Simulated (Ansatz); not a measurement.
Geometry optimisation in Ansatz: input, command and trajectory.

```yaml
crystal:
  lattice:
    - [2.7502520091, 1.5878587378, 2.2471521416]
    - [-2.7502520091, 1.5878587378, 2.2471521416]
    - [0.0, -3.1757174756, 2.2471521416]
  atoms:
    - { symbol: Ba, position: [-0.0017276992, -0.0017276992, -0.0017276992] }
    - { symbol: Ti, position: [0.5042104875, 0.5042104875, 0.5042104875] }
    - { symbol: O, position: [0.4926779986, 0.4926779986, 0.9908612144] }
    - { symbol: O, position: [0.4926779986, 0.9908612144, 0.4926779986] }
    - { symbol: O, position: [0.9908612144, 0.4926779986, 0.4926779986] }
basis:
  ecutwfc: 420
kpoints:
  mp_grid: { grid: [6, 6, 6] }
hamiltonian:
  xc: pbe
scf:
  occupations: { method: gaussian, width: 0.02 }
output:
  forces: true
  stress: true
  eigenvalues: true
relax:
  adjacent_minimum: "off"
  f_tol: 0.01
  max_steps: 30
  cell: { stress_tol: 0.1, fix: [volume] }
```

```bash
ansatz run input.yaml --threads 1 --pin off --max-ram 2560MiB --backend cpu --events-out ev --progress --plain --runs-dir out
```

Level of theory: Ansatz, DFT PBE, scalar-relativistic, plane waves, PAW.

The volume is held at 0.88 times that of the relaxed cell.

Of 7 frames 6 are shown, positions in Å and forces in eV/Å; the SCF threshold varies from step to step. Steps run on the plane waves of an earlier cell, with a Pulay correction in the pressure. The basis is chosen afresh for the last frame, the zero of the energies, and at times for earlier ones too; energy and pressure can step there, also at an unchanged geometry. Where two frames share a geometry here, they differ by under 2 meV/atom and 0.3 GPa.

```xyz
5
Lattice="2.7503 1.5879 2.2472 -2.7503 1.5879 2.2472 0.0000 -3.1757 2.2472" Properties=species:S:1:pos:R:3:forces:R:3 pbc="T T T" step=1 free_energy_over_end_meV_per_atom=1.07 pressure_GPa=20.43
Ba    0.0000    0.0000   -0.0116    0.0000    0.0000   -0.0153
Ti    0.0000    0.0000    3.3991    0.0000    0.0000   -0.1434
O     0.0000   -1.5821    4.4409    0.0000   -0.0996    0.0529
O    -1.3701    0.7910    4.4409   -0.0863    0.0498    0.0529
O     1.3701    0.7910    4.4409    0.0863    0.0498    0.0529
5
Lattice="2.7504 1.5880 2.2468 -2.7504 1.5880 2.2468 0.0000 -3.1759 2.2468" Properties=species:S:1:pos:R:3:forces:R:3 pbc="T T T" step=2 free_energy_over_end_meV_per_atom=0.98 pressure_GPa=20.36
Ba    0.0000    0.0000   -0.0172    0.0000    0.0000    0.0450
Ti    0.0000    0.0000    3.4006    0.0000    0.0000   -0.1704
O     0.0000   -1.5853    4.4414    0.0000   -0.0479    0.0418
O    -1.3729    0.7926    4.4414   -0.0415    0.0240    0.0418
O     1.3729    0.7926    4.4414    0.0415    0.0240    0.0418
5
Lattice="2.7503 1.5879 2.2470 -2.7503 1.5879 2.2470 0.0000 -3.1758 2.2470" Properties=species:S:1:pos:R:3:forces:R:3 pbc="T T T" step=3 free_energy_over_end_meV_per_atom=0.86 pressure_GPa=20.30
Ba    0.0000    0.0000   -0.0150    0.0000    0.0000    0.0147
Ti    0.0000    0.0000    3.3983    0.0000    0.0000   -0.1444
O     0.0000   -1.5865    4.4419    0.0000   -0.0232    0.0432
O    -1.3740    0.7933    4.4419   -0.0201    0.0116    0.0432
O     1.3740    0.7933    4.4419    0.0201    0.0116    0.0432
5
Lattice="2.7506 1.5880 2.2466 -2.7506 1.5880 2.2466 0.0000 -3.1761 2.2466" Properties=species:S:1:pos:R:3:forces:R:3 pbc="T T T" step=4 free_energy_over_end_meV_per_atom=0.62 pressure_GPa=20.15
Ba    0.0000    0.0000   -0.0116    0.0000    0.0000   -0.0445
Ti    0.0000    0.0000    3.3887    0.0000    0.0000   -0.0807
O     0.0000   -1.5891    4.4431    0.0000    0.0240    0.0417
O    -1.3762    0.7946    4.4431    0.0208   -0.0120    0.0417
O     1.3762    0.7946    4.4431   -0.0208   -0.0120    0.0417
5
Lattice="2.7516 1.5887 2.2449 -2.7516 1.5887 2.2449 0.0000 -3.1773 2.2449" Properties=species:S:1:pos:R:3:forces:R:3 pbc="T T T" step=5 free_energy_over_end_meV_per_atom=0.03 pressure_GPa=19.86
Ba    0.0000    0.0000   -0.0272    0.0000    0.0000   -0.0019
Ti    0.0000    0.0000    3.3435    0.0000    0.0000   -0.0052
O     0.0000   -1.5885    4.4590    0.0000   -0.0002    0.0023
O    -1.3757    0.7943    4.4590   -0.0002    0.0001    0.0023
O     1.3757    0.7943    4.4590    0.0002    0.0001    0.0023
5
Lattice="2.7509 1.5882 2.2461 -2.7509 1.5882 2.2461 0.0000 -3.1765 2.2461" Properties=species:S:1:pos:R:3:forces:R:3 pbc="T T T" step=7 free_energy_over_end_meV_per_atom=0.00 pressure_GPa=19.85
Ba    0.0000    0.0000   -0.0286    0.0000    0.0000    0.0000
Ti    0.0000    0.0000    3.3409    0.0000    0.0000   -0.0005
O     0.0000   -1.5882    4.4633    0.0000   -0.0008    0.0002
O    -1.3754    0.7941    4.4633   -0.0007    0.0004    0.0002
O     1.3754    0.7941    4.4633    0.0007    0.0004    0.0002
```

It took 41 s on 1 thread of Arm Neoverse V1 (shared host), peak memory 0.38 GiB.